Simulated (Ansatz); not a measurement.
# Indium, simple cubic under LDA: structure, energy and stiffness, part 2 of 2

The plan for indium in the simple cubic structure: relax it, solve it on a dense k-mesh, switch on spin-orbit coupling, then scale the cell to 7 volumes from 88 to 112 % of the relaxed one and try a fit of the equation of state. The k-meshes are 10×10×10 for the relaxation; 17×17×17 for the dense run; 11×11×11 for spin-orbit coupling; 12×12×12 for the volumes.

Ansatz 0.2.0; DFT, LDA (PW92), plane waves (420 eV) with PAW, scalar-relativistic.

## (9) At 104 % of the relaxed volume

This is In in the simple cubic structure; at room conditions it is tetragonal.

File input.yaml:

```yaml
crystal:
  lattice:
    - [3.0105976999, 0.0, 0.0]
    - [0.0, 3.0105976999, 0.0]
    - [0.0, 0.0, 3.0105976999]
  atoms:
    - { symbol: In, position: [0.0, 0.0, 0.0] }
hamiltonian:
  xc: lda
  pseudopotentials:
    kind: paw
    azcp:
      In: "pseudopotentials/In.paw.azcp"
basis:
  ecutwfc: 420
  fft_grid_basis: typed
kpoints:
  mp_grid: { grid: [12, 12, 12], shift: [0, 0, 0] }
magnetization:
  spin_polarized: false
scf:
  occupations: { method: fermi_dirac, width: 0.1 }
  lower_state_search: "off"
output:
  stress: true
```

Log, shortened:

```text
Warning: <dir> the record states the generating functional pbe (its physics header spells it `PBE`), which answers neither for hamiltonian.xc's functional nor for the lda family's — results may be inconsistent (PPs are generated against a specific XC)
Warning: RAYON_NUM_THREADS=2 ignored (pool sized by the plan → 2); use --threads N
[...]
Pseudopotentials: kind: paw
Pseudopotential: In, paw, valence charge 13, recommended cutoff 420 eV (normal), <dir>
Functional definition: SPW92
[...]
Crystal: 1 atoms, lattice volume = 27.287 Å³
Basis set: ecut = 420 eV, 515 PW (Γ)
Bands: 11, of which v1, the nominal top of the filled ones, is band 7 counted from 1 (6 counted from 0)
Symmetry: 48 space group operations
Space group: Pm-3m (ITA 221), of the structure as read, at distance tolerance 3.0e-5 Å
k-points: 84 of 1728
[...]
SCF iter   1: F=—  HF=-5457.092189 eV  |F-HF|=—  |Δ(HF+E_count)|=         —  Δρ=6.74e-3  dr2=6.71e-3  ethr=1.77e-3  ⟨swp⟩=5.1  Hψ=5497  notcnv=0
[...]
SCF iter   6: F=-5457.088548 eV  HF=-5457.088548 eV  |F-HF|=3.02e-9  |Δ(HF+E_count)|=   1.62e-8  Δρ=3.66e-6  dr2=3.05e-9  ethr=3.16e-10  ⟨swp⟩=2.1  Hψ=2928  notcnv=0
[...]
SCF converged after 6 iterations
Free energy (F): -5457.088548 eV
[...]
E sigma→0 (E₀):  -5457.080793 eV
Entropy (-TS):   -0.015511 eV (-15.511 meV/atom)
Fermi energy:    9.106006 eV
[...]
--- Stress (GPa, compression-positive) ---
       -1.696143       0.000000       0.000000
        0.000000      -1.696143       0.000000
        0.000000       0.000000      -1.696143
  P = ⅓ Tr σ = -1.6961 GPa (-16.961 kbar)
```

Run time: 1.2 s. Hardware: 2 threads of an Arm CPU, shared host; peak memory 0.28 GiB.

## (10) At 108 % of the relaxed volume

input.yaml: that of step 9 with these lines changed.

```diff
@@ -2,5 +2,5 @@
   lattice:
-    - [3.0105976999, 0.0, 0.0]
-    - [0.0, 3.0105976999, 0.0]
-    - [0.0, 0.0, 3.0105976999]
+    - [3.0487105776, 0.0, 0.0]
+    - [0.0, 3.0487105776, 0.0]
+    - [0.0, 0.0, 3.0487105776]
   atoms:
```

Log, shortened:

```text
Warning: <dir> the record states the generating functional pbe (its physics header spells it `PBE`), which answers neither for hamiltonian.xc's functional nor for the lda family's — results may be inconsistent (PPs are generated against a specific XC)
Warning: RAYON_NUM_THREADS=2 ignored (pool sized by the plan → 2); use --threads N
[...]
[... 3 set-up lines as earlier in the session ...]
[...]
Crystal: 1 atoms, lattice volume = 28.337 Å³
Basis set: ecut = 420 eV, 515 PW (Γ)
Bands: 11, of which v1, the nominal top of the filled ones, is band 7 counted from 1 (6 counted from 0)
[... 2 set-up lines as earlier in the session ...]
k-points: 84 of 1728
[...]
SCF iter   1: F=—  HF=-5457.076985 eV  |F-HF|=—  |Δ(HF+E_count)|=         —  Δρ=6.64e-3  dr2=6.79e-3  ethr=1.77e-3  ⟨swp⟩=5.1  Hψ=5518  notcnv=0
[...]
SCF iter   6: F=-5457.073288 eV  HF=-5457.073288 eV  |F-HF|=9.63e-9  |Δ(HF+E_count)|=   5.26e-8  Δρ=6.63e-6  dr2=9.15e-9  ethr=7.69e-10  ⟨swp⟩=4.0  Hψ=2560  notcnv=0
[...]
SCF converged after 6 iterations
Free energy (F): -5457.073288 eV
[...]
E sigma→0 (E₀):  -5457.065003 eV
Entropy (-TS):   -0.016571 eV (-16.571 meV/atom)
Fermi energy:    8.622741 eV
[...]
--- Stress (GPa, compression-positive) ---
       -2.903435      -0.000000       0.000000
       -0.000000      -2.903435       0.000000
       -0.000000       0.000000      -2.903435
  P = ⅓ Tr σ = -2.9034 GPa (-29.034 kbar)
```

It took 0.73 s on 2 threads of an Arm CPU, shared host; peak memory 0.28 GiB.

## (11) At 112 % of the relaxed volume

input.yaml: that of step 10 with these lines changed.

```diff
@@ -2,5 +2,5 @@
   lattice:
-    - [3.0487105776, 0.0, 0.0]
-    - [0.0, 3.0487105776, 0.0]
-    - [0.0, 0.0, 3.0487105776]
+    - [3.0858936394, 0.0, 0.0]
+    - [0.0, 3.0858936394, 0.0]
+    - [0.0, 0.0, 3.0858936394]
   atoms:
@@ -25 +25,5 @@
   stress: true
+  write_density: true
+  write_potential: true
+  elf: true
+  volumetric_format: npy
```

Log, shortened:

```text
Warning: <dir> the record states the generating functional pbe (its physics header spells it `PBE`), which answers neither for hamiltonian.xc's functional nor for the lda family's — results may be inconsistent (PPs are generated against a specific XC)
Warning: RAYON_NUM_THREADS=2 ignored (pool sized by the plan → 2); use --threads N
[...]
[... 3 set-up lines as earlier in the session ...]
[...]
Crystal: 1 atoms, lattice volume = 29.386 Å³
Basis set: ecut = 420 eV, 587 PW (Γ)
Bands: 11, of which v1, the nominal top of the filled ones, is band 7 counted from 1 (6 counted from 0)
[... 1 set-up line as earlier in the session ...]
Space group: Pm-3m (ITA 221), of the structure as read, at distance tolerance 3.1e-5 Å
k-points: 84 of 1728
[...]
SCF iter   1: F=—  HF=-5457.054881 eV  |F-HF|=—  |Δ(HF+E_count)|=         —  Δρ=6.56e-3  dr2=6.90e-3  ethr=1.77e-3  ⟨swp⟩=5.1  Hψ=5516  notcnv=0
[...]
SCF iter   6: F=-5457.051169 eV  HF=-5457.051169 eV  |F-HF|=5.68e-9  |Δ(HF+E_count)|=   5.83e-8  Δρ=5.25e-6  dr2=5.21e-9  ethr=7.69e-10  ⟨swp⟩=8.8  Hψ=6163  notcnv=0
[...]
SCF converged after 6 iterations
Free energy (F): -5457.051169 eV
[...]
E sigma→0 (E₀):  -5457.042518 eV
Entropy (-TS):   -0.017302 eV (-17.302 meV/atom)
Fermi energy:    8.174226 eV
[...]
--- Stress (GPa, compression-positive) ---
       -3.810127       0.000000       0.000000
        0.000000      -3.810127       0.000000
        0.000000       0.000000      -3.810127
  P = ⅓ Tr σ = -3.8101 GPa (-38.101 kbar)
--- Band table (eV; the first three rows and the last of 84) ---
  k-point 0: bands = ["-6.6268", "-6.6268", "-5.9579", "-5.9579", "-5.9579", "-0.6892", "15.2438", "15.2438", "15.2438", "18.5703", "18.5703"]
[...]
```

It took 1.1 s on 2 threads of an Arm CPU, shared host; peak memory 0.29 GiB.

## (12) Energy and pressure against volume

The cell was scaled evenly, with its shape and the fractional positions fixed.

```
V (Å³/atom)  E − E₀ (meV/atom)  P from the stress (GPa)  P from the fit (GPa)
     23.089               69.5                     8.15                  8.27
     24.139               27.7                     4.76                  4.73
     25.188                5.8                     2.06                  2.00
     26.238               -0.2                    -0.07                 -0.11
     27.287                6.3                    -1.70                 -1.73
     28.337               22.1                    -2.90                 -2.98
     29.386               44.6                    -3.81                 -3.93
```

Fit (Birch-Murnaghan, third order): V₀ = 26.175 Å³/atom, B₀ = 47 GPa, B₀′ = 5.5, largest residual 0.22 meV/atom.

## (13) Summary of results

The summary covers parts 1 to 2.

```
                           quantity                         value
     space group (spins left aside)               Pm-3m (No. 221)
                  conventional cell                   a = 2.971 Å
                             volume                26.238 Å³/atom
                  shortest distance                       2.971 Å
                    gap on the mesh  none (levels filled in part)
relative to body-centred tetragonal                  +74 meV/atom
                        V₀, B₀, B₀′   26.175 Å³/atom, 47 GPa, 5.5
```

What this shows: From the guessed start the volume shrank by 7.1 % in 4 steps. It lies 74 meV/atom above the element's reference form at the same level (body-centred tetragonal, from a run of its own). No gap shows: it is a metal or semimetal at this level. Totals with and without spin-orbit coupling (-1.8 eV/atom apart) can't be read as binding, since the two-component data shift the zero of energy. B₀ comes out at 47 GPa. The symmetry was held, so the structure may be unstable against distortions that break it.
